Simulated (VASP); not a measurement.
# 3 units of LiF (001) on Pd(100) in VASP, part 2 of 4

Aim: model 3 units of LiF (001) on Pd(100) by a slab and find how far its highest filled level lies below the vacuum.

VASP 6.6.1; PBE with D3(BJ); plane waves and PAW (Pd, Li, F).

So far. Step 2 (Surface relaxation): The run ended after 31 ionic steps, 0.453 eV below its first step, once the forces on the free atoms met EDIFFG = -0.03.

### 3. Potential and states of the slab

A static run writes the electrostatic potential without exchange and correlation (LVHAR), which is flat in the vacuum and gives the level to count from. The dipole correction cancels the field that unlike faces would set up across the vacuum.

The input, INCAR:

```
SYSTEM = Li3Pd4F3
PREC = Normal
ENCUT = 400
EDIFF = 1E-06
NELM = 120
ISMEAR = -1
SIGMA = 0.1
LREAL = .FALSE.
ALGO = Fast
GGA = PE
IVDW = 12
NBANDS = 56
LASPH = .TRUE.
LORBIT = 11
LWAVE = .FALSE.
LCHARG = .TRUE.
IDIPOL = 3
LDIPOL = .TRUE.
DIPOL = 0.5 0.5 0.537
LVHAR = .TRUE.
LVACPOTAV = .TRUE.
LELF = .TRUE.
NEDOS = 1500
```

The input, POSCAR:

```
Li3Pd4F3
1.0
    2.8496403300      0.0000000000      0.0000000000
    0.0000000000      2.8496403300      0.0000000000
    0.0000000000      0.0000000000     29.7602648962
Pd Li F
4 3 3
Direct
    0.5000000000      0.5000000000      0.2966915996
    0.0000000000      0.0000000000      0.3585616648
    0.5000000000      0.5000000000      0.4202016388
    0.0000000000      0.0000000000      0.4824297854
    0.5000000000      0.5000000000      0.5678211191
    0.0000000000      0.0000000000      0.6357436633
    0.5000000000      0.5000000000      0.7011339118
    0.0000000000      0.0000000000      0.5687341896
    0.5000000000      0.5000000000      0.6352550695
    0.0000000000      0.0000000000      0.7035448528
```

The input, KPOINTS:

```
Automatic mesh
0
Gamma
12 12 1
0 0 0
```

Potentials, in the order of the species: Pd, Li and F (PBE family, release 64).

Started as:

```console
> mpirun -np 4 vasp_std
```

Output:

```text
[banner, memory and clock lines left out]
running    4 mpi-ranks, on    1 nodes
 distrk:  each k-point on    4 cores,    1 groups
 distr:  one band on    1 cores,    4 groups

 POSCAR found type information on POSCAR PdLiF
 POSCAR found :  3 types and      10 ions
 LDA part: xc-table for (Slater+PW92), standard interpolation
 POSCAR, INCAR and KPOINTS ok, starting setup
 FFT: planning ... GRIDC
 FFT: planning ... GRID_SOFT
 FFT: planning ... GRID
 WAVECAR not read
 entering main loop
       N       E                     dE             d eps       ncg     rms          rms(c)
DAV:   2    -0.273753743057E+02   -0.41469E+03   -0.39139E+03  3632   0.233E+02
DAV:   3    -0.514153829047E+02   -0.24040E+02   -0.23770E+02  3816   0.553E+01
DAV:   4    -0.517137838675E+02   -0.29840E+00   -0.29822E+00  3976   0.664E+00
DAV:   5    -0.517184375555E+02   -0.46537E-02   -0.46534E-02  3712   0.747E-01    0.150E+01
RMM:   6    -0.569690654389E+02   -0.52506E+01   -0.85062E+00  3942   0.112E+01    0.225E+01
RMM:   7    -0.507602484650E+02    0.62088E+01   -0.38222E+00  3806   0.589E+00    0.122E+01
RMM:   8    -0.521451865316E+02   -0.13849E+01   -0.21733E+00  3858   0.439E+00    0.154E+01
RMM:   9    -0.488230112156E+02    0.33222E+01   -0.16781E+00  3728   0.404E+00    0.681E+00
RMM:  10    -0.488612293516E+02   -0.38218E-01   -0.15546E+00  3808   0.376E+00    0.699E+00
RMM:  11    -0.487240303294E+02    0.13720E+00   -0.40159E-01  3768   0.217E+00    0.723E+00
RMM:  12    -0.482858281874E+02    0.43820E+00   -0.27378E-01  3855   0.170E+00    0.368E+00
RMM:  13    -0.482003493060E+02    0.85479E-01   -0.45418E-02  3815   0.747E-01    0.218E+00
RMM:  14    -0.481849839323E+02    0.15365E-01   -0.49477E-02  3902   0.738E-01    0.216E+00
RMM:  15    -0.481365519525E+02    0.48432E-01   -0.11343E-02  3862   0.375E-01    0.712E-01
RMM:  16    -0.481262100224E+02    0.10342E-01   -0.37621E-03  3943   0.192E-01    0.320E-01
RMM:  17    -0.481211473341E+02    0.50627E-02   -0.35485E-03  4110   0.194E-01    0.171E-01
RMM:  18    -0.481202240953E+02    0.92324E-03   -0.54029E-04  4083   0.728E-02    0.141E-01
RMM:  19    -0.481202060333E+02    0.18062E-04   -0.57701E-04  4222   0.688E-02    0.130E-01
RMM:  20    -0.481205227039E+02   -0.31667E-03   -0.16191E-04  4187   0.410E-02    0.301E-02
RMM:  21    -0.481208228903E+02   -0.30019E-03   -0.82242E-05  4172   0.206E-02    0.134E-02
RMM:  22    -0.481210388717E+02   -0.21598E-03   -0.25366E-05  4161   0.140E-02    0.219E-02
RMM:  23    -0.481211588241E+02   -0.11995E-03   -0.91193E-06  3717   0.712E-03    0.123E-02
RMM:  24    -0.481212507237E+02   -0.91900E-04   -0.44344E-06  3604   0.533E-03    0.891E-03
RMM:  25    -0.481212976975E+02   -0.46974E-04   -0.20736E-06  3471   0.334E-03    0.464E-03
RMM:  26    -0.481213304127E+02   -0.32715E-04   -0.10080E-06  3442   0.247E-03    0.152E-03
RMM:  27    -0.481213405458E+02   -0.10133E-04   -0.27589E-07  3314   0.157E-03    0.102E-03
RMM:  28    -0.481213456634E+02   -0.51176E-05   -0.14755E-07  3198   0.129E-03    0.128E-03
RMM:  29    -0.481213466069E+02   -0.94348E-06   -0.38225E-08  2675   0.768E-04
|                                                                             |
|           W    W    AA    RRRRR   N    N  II  N    N   GGGG   !!!           |
|           W    W   A  A   R    R  NN   N  II  NN   N  G    G  !!!           |
|           W    W  A    A  R    R  N N  N  II  N N  N  G       !!!           |
|           W WW W  AAAAAA  RRRRR   N  N N  II  N  N N  G  GGG   !            |
|           WW  WW  A    A  R   R   N   NN  II  N   NN  G    G                |
|           W    W  A    A  R    R  N    N  II  N    N   GGGG   !!!           |
|                                                                             |
|     Did not find any points to average over, which means that no vacuum     |
|     field-free region was found. Please increase the size of  your cell     |
|     in the dimension of the dipole correction to obtain accurate            |
|     workfunction values.                                                    |
|                                                                             |

   1 F= -.51037994E+02 E0= -.50909937E+02  d E =-.256114E+00
```

Elapsed: 34 s, on 4 MPI ranks of AMD EPYC 9R45, shared host; peak memory 0.69 GiB; 2.2 min of CPU time.

OUTCAR, selected parts (step 3):

```text
The static configuration has the point symmetry C_4v.

 Found     28 irreducible k-points:

   k-points           NKPTS =     28   k-points in BZ     NKDIM =     28   number of bands    NBANDS=     56

   NELECT =      64.0000    total number of electrons

 dipolmoment           0.000000      0.000000     -0.048243 electrons x Angstroem

 E-fermi :   0.4647

 k-point     1 :       0.0000    0.0000    0.0000
  band No.  band energies     occupation
    ...
     31       0.1303      1.93175
     32       0.1544      1.91401
     33       0.4086      1.27312
     34       0.5277      0.69477
     35       0.5277      0.69477
     36       2.1865      0.00000
     37       3.6251      0.00000
     38       3.9419      0.00000
     39       4.6772      0.00000
     40       5.5121      0.00000
    ...

 k-point     2 :       0.0833    0.0000    0.0000
  band No.  band energies     occupation
    ...
     31       0.0535      1.96778
     32       0.0616      1.96511
     33       0.3652      1.46012
     34       0.5228      0.71728
     35       0.5717      0.51079
     36       2.4768      0.00000
     37       3.7496      0.00000
     38       4.3085      0.00000
     39       4.8067      0.00000
     40       5.6538      0.00000
    ...

 Edisp (eV)   -2.91665

  Total      -8.36460    -8.36460    -3.49677     0.00000     0.00000     0.00000
  in kB     -55.45479   -55.45479   -23.18254     0.00000     0.00000     0.00000
  external pressure =      -44.70 kB  Pullay stress =        0.00 kB

 POSITION                                       TOTAL-FORCE (eV/Angst)
 -----------------------------------------------------------------------------------
      1.42482      1.42482      8.82962        -0.000000     -0.000000      0.004748
      0.00000      0.00000     10.67089        -0.000000      0.000000      0.016476
      1.42482      1.42482     12.50531        -0.000000      0.000000     -0.018586
      0.00000      0.00000     14.35724        -0.000000      0.000000     -0.007063
      1.42482      1.42482     16.89851        -0.000000     -0.000000      0.003453
      0.00000      0.00000     18.91990        -0.000000     -0.000000     -0.007335
      1.42482      1.42482     20.86593        -0.000000     -0.000000      0.006112
      0.00000      0.00000     16.92568        -0.000000     -0.000000     -0.007738
      1.42482      1.42482     18.90536        -0.000000     -0.000000     -0.004769
      0.00000      0.00000     20.93768         0.000000     -0.000000      0.014701
 -----------------------------------------------------------------------------------
    total drift:                                0.000000      0.000000     -0.006447

  FREE ENERGIE OF THE ION-ELECTRON SYSTEM (eV)
  ---------------------------------------------------
  free  energy   TOTEN  =       -51.0379936413 eV

  energy  without entropy=      -50.7818795563  energy(sigma->0) =      -50.90993660

 vacuum level on the upper side and lower side of the slab         4.420         5.488

 total charge
# of ion       s       p       d       tot
------------------------------------------
    1        0.430   0.281   8.518   9.229
    2        0.479   0.465   8.450   9.393
    3        0.480   0.462   8.449   9.391
    4        0.425   0.310   8.528   9.263
    5        0.080   0.167   0.000   0.247
    6        0.088   0.190   0.000   0.278
    7        0.080   0.169   0.000   0.249
    8        1.767   4.402   0.000   6.169
    9        1.765   4.431   0.000   6.196
   10        1.764   4.410   0.000   6.173
--------------------------------------------------
tot          7.357  15.287  33.944  56.588

[... 6 parts as in an earlier step ...]

[... 6 further parts left out ...]
```

This step gave:

```yaml
electronic_cycles: 29
fermi_energy: 0.4647 eV
dos_at_the_fermi_level: 8.203 states/eV/cell
dipole_moment: 0, 0, -0.04824 e·Å
vacuum_levels: 4.42, 5.488 eV
work_functions_of_the_upper_and_lower_face: 3.955, 5.023 eV
```

The density of states has structure finer than the step of the table below, so its rows give means over 1 eV, whole bins alone (the curve runs from -12.0 to 7.92 eV). Peaks (eV: height): total -4.3: 15.9, -0.5: 10.9; Pd s -4.4: 0.788, 0.8: 0.217, 3.6: 0.205, 5.3: 0.258; Pd p 3.7: 0.616, 5.1: 0.520, 6.0: 0.485, 6.9: 0.610; Pd d -3.5: 6.58, -0.5: 9.98; Li s -6.1: 0.193, 6.8: 0.134.

Means over bins of 0.090 eV. Density of states against energy, zero at the Fermi level; means over each step; values in states/eV/cell:

| energy (eV) | total | Pd s | Pd p | Pd d | Li s | Li p | F p |
| --- | --- | --- | --- | --- | --- | --- | --- |
| -8 | 0 | 0 | 0 | 0 | 0 | 0 | 0 |
| -7 | 0.388 | 0.0118 | 5.8e-4 | 0.00133 | 0.00433 | 0.0246 | 0.235 |
| -6 | 4.97 | 0.191 | 0.0217 | 0.0340 | 0.135 | 0.171 | 3.10 |
| -5 | 9.39 | 0.493 | 0.119 | 1.46 | 0.0706 | 0.196 | 5.22 |
| -4 | 12.7 | 0.601 | 0.328 | 5.38 | 0.0134 | 0.0834 | 4.51 |
| -3 | 7.39 | 0.182 | 0.367 | 6.26 | 2.8e-4 | 0.00134 | 0.0536 |
| -2 | 8.88 | 0.141 | 0.361 | 7.81 | 3.4e-4 | 0.00215 | 0.0369 |
| -1 | 9.42 | 0.121 | 0.232 | 8.50 | 0.00108 | 0.00328 | 0.0479 |
| 0 | 6.91 | 0.133 | 0.148 | 6.28 | 0.00181 | 0.00290 | 0.0384 |
| 1 | 1.12 | 0.165 | 0.179 | 0.556 | 0.00199 | 0.00312 | 0.0154 |
| 2 | 1.27 | 0.172 | 0.350 | 0.403 | 0.00409 | 0.00587 | 0.0159 |
| 3 | 1.25 | 0.136 | 0.351 | 0.310 | 0.00891 | 0.00840 | 0.0166 |
| 4 | 1.76 | 0.118 | 0.453 | 0.297 | 0.0196 | 0.0195 | 0.0266 |
| 5 | 2.31 | 0.184 | 0.435 | 0.284 | 0.0221 | 0.0374 | 0.0301 |
| 6 | 2.96 | 0.225 | 0.428 | 0.288 | 0.0495 | 0.0669 | 0.0428 |
| 7 | 3.45 | 0.128 | 0.385 | 0.222 | 0.114 | 0.228 | 0.0995 |

The planar average of the electrostatic potential oscillates, so the rows of the table below give means over windows of 1 Å about each position, cut where the curve ends. Its maxima inside the range that stand out by 2 % of the span (Å: eV): 1.7: 5.03, 9.7: -2.21, 11.6: -2.58, 13.4: -2.12, 15.8: 2.61, 18.0: 2.03, 19.9: 1.88. Its minima: 8.8: -15.2, 10.7: -15.4, 12.5: -15.4, 14.4: -15.2, 17.0: -8.88, 18.9: -8.88, 20.9: -8.64.

Zero at the Fermi level. Planar average of the electrostatic potential against height; means over each step:

| height (Å) | planar average of the electrostatic potential (eV) |
| --- | --- |
| 0 | 3.96 |
| 1 | 4.40 |
| 2 | 5.03 |
| 3 | 5.03 |
| 4 | 5.03 |
| 5 | 5.03 |
| 6 | 5.00 |
| 7 | 4.60 |
| 8 | -2.10 |
| 9 | -12.3 |
| 10 | -6.97 |
| 11 | -11.2 |
| 12 | -8.98 |
| 13 | -8.92 |
| 14 | -10.5 |
| 15 | -5.60 |
| 16 | 1.36 |
| 17 | -6.11 |
| 18 | 0.789 |
| 19 | -6.06 |
| 20 | 0.744 |
| 21 | -5.79 |
| 22 | 2.99 |
| 23 | 3.92 |
| 24 | 3.95 |
| 25 | 3.96 |
| 26 | 3.96 |
| 27 | 3.96 |
| 28 | 3.96 |
| 29 | 3.96 |

Density of states in the PAW spheres, an atom over height of the layer and energy from the Fermi level.

Ten even steps from '0' (0.00 states/eV) to '9' (2.99 states/eV), each cell a mean:
```
1111000
5665000
9779000
9659000
9557000
8458000
8559000
6667000
4775000
4554000
5665000
3663014
2772235
1551343
0110322
0000211
0000221
0000220
0000000
0000000
0000000
0000000
```
Columns: height of the layer (Å) from 8.8 to 20.9 (not evenly spaced); rows upwards: energy from the Fermi level (eV) from -7.9 to 0.5.

ELF in the ca plane at fractional y = 0.000, with atoms of Pd and Li and F within 0.2 Å of it. It is the smooth field of the valence electrons, not physical close to the nuclei.

Ten even steps from '0' (0.00) to '9' (0.80), each cell a mean:
```
22330002221223000221698995000038989964200000
22222122222223212220489972000015999854300000
22222332222222223210145420000001555322000000
22222222222222222210000000000000001001000000
22222222222222222210012210000000233222000000
22222222222222222310378851000004788633000000
22231002222223100221699994000027999964100000
22320002321222000121797896100049978974100000
```
Columns run along c (16.0 Å, from fractional 0.30 to 0.84 of the cell), rows up along a (2.8 Å). Atoms in or near the plane, at fractional coordinates: Pd at (0.36, 0.00), Pd at (0.48, 0.00), Li at (0.64, 0.00), F at (0.57, 0.00), F at (0.70, 0.00).

Electrostatic potential energy in the ca plane at fractional y = 0.000, with atoms of Pd and Li and F within 0.2 Å of it. With pseudopotentials it is smooth inside the atoms' cores, unlike the true potential.

Values in eV, 5 rows by 16 columns, each cell a mean:
```
  5   4 -29 -49   0   2 -46 -33   1 -32  -1 -14  -1 -32   4   5
  4   3  -4 -10   2   2  -9  -5   4   3   3   0   3   3   4   4
  4   2   2   1   2   2   1   2   4   3   3   3   3   3   4   4
  4   3 -12 -24   2   2 -22 -14   3  -2   2  -3   2  -1   5   5
  5   4 -34 -54  -1   1 -51 -38  -1 -46  -3 -19  -3 -46   3   5
```
Columns run along c (16.0 Å, from fractional 0.26 to 0.79 of the cell; values clipped at the 3rd and 97th percentile), rows up along a (2.8 Å). Atoms in or near the plane, at fractional coordinates: Pd at (0.36, 0.00), Pd at (0.48, 0.00), Li at (0.64, 0.00), F at (0.57, 0.00), F at (0.70, 0.00).

Valence density in the ca plane at fractional y = 0.000, with atoms of Pd and Li and F within 0.2 Å of it. It is the smooth field of the valence electrons, not physical close to the nuclei.

Ten steps, logarithmic in the rise over the least value, from '0' (0 e/Å³) to '9' (11 e/Å³), each cell a mean:
```
00111257876321124688642369963100013699631000
01112235664322223566531246642000002466420000
01122223433222222343311122221000001222200000
01222222222222222222210011100001000011000000
01222222332222222233211011110000000111100000
01122234553222223455421134431000001344310000
00111246775321124677631257852100012578520000
00111257886421124788742379973100013799731000
```
Columns run along c (16.0 Å, from fractional 0.26 to 0.79 of the cell), rows up along a (2.8 Å). Atoms in or near the plane, at fractional coordinates: Pd at (0.36, 0.00), Pd at (0.48, 0.00), Li at (0.64, 0.00), F at (0.57, 0.00), F at (0.70, 0.00).

The map of layer states is cut here 0.5 eV above the Fermi level, so it leaves out the states above that.

The vacuum level lies 3.96 eV above the Fermi level at the upper face; the two faces differ by 1.07 eV, the step that the slab's dipole of -0.048 e·Å makes.

VASP counts the dipole in electrons times Å, so a positive number points the physical dipole along −c.

The program found no field-free point at its default tolerance, but its printed level agrees with the flat part of the planar average.

On this mesh the fine structure of the density of states is sampling noise, and high empty states may be cut by the number of bands.

(Part 2 of 4 ends here.)

[Lines on the potential files, build, host, timing and source positions are cut from VASP's logs without a mark.]

[Logs are printed without paths, hosts, clocks, repeated set-up lines and the standing remarks that a program may print on its own settings, such as how far it seeks lower states.]

[Hosts, paths, dates, database ids (printed as entryN), source tags and the programs' standing remarks are cut or masked in the printed files.]

[In band tables of VASP the shares of atoms and orbitals are scaled to a sum of 1 inside the atoms' spheres.]

[Runs that stopped without an error message from VASP are left out.]
